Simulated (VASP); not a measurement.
Sn:

```
CELL_PARAMETERS angstrom
0.04270 3.32716 3.32716
3.32716 0.04270 3.32716
3.32716 3.32716 0.04270
ATOMIC_POSITIONS crystal
Sn 0.00106 0.00106 0.00106
Sn 0.24894 0.24894 0.24894
```

The cell isn't the ideal one: shear_111 strain +1.9%.

Base run:

```yaml
Program: VASP 6.6.1
Functional: r2SCAN
Potentials_or_basis: VASP PAW PBE potentials, release 64 (Sn_d)
Cutoff: 520 eV
k_mesh: 6 × 6 × 6
Occupations: fermi-dirac, width 0.02 eV
Spin: no spin polarisation
```

Its results: band gap on the k mesh none (metal or under the smearing width); pressure -0.8 GPa; largest force 0.006 eV/Å.

Problem. The run is repeated on the same cell with these changes: functional from r2SCAN to PBE. What comes out?

Solution. Band gap on the k mesh none (metal or under the smearing width); pressure 0.7 GPa; largest force 0.010 eV/Å.

Caveats: the PAW data sets were made with another functional, which shifts forces and pressure a little (some runs).

Not every run made on this cell is shown here.
